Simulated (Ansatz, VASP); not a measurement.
**Al in VASP and in Ansatz**

```
Al
1.0
     0.00000    3.04337    3.04337
     3.04337    0.00000    3.04337
     3.04337    3.04337    0.00000
Al
2
Direct
  0.00000 0.00000 0.00000
  0.25000 0.25000 0.25000
```

Change from the starting cell: volume scaled by 1.02.

Alike in both runs: task single point; functional PBE; k mesh 9 × 9 × 9; occupations fermi-dirac, width 0.08 eV; no spin polarisation.

|  | VASP | Ansatz |
| --- | --- | --- |
| version | VASP 6.6.1 | Ansatz 0.2.0 |
| potentials or method | VASP PAW PBE potentials, release 64 (Al), cutoff 520 eV | all-electron LAPW, scalar-relativistic |

```tsv
	VASP	Ansatz	Ansatz less VASP
pressure (GPa)	-0.7	-0.7	-0.01
```

Ansatz ran all-electron here, so the differences hold the error of VASP's frozen core and of both bases.
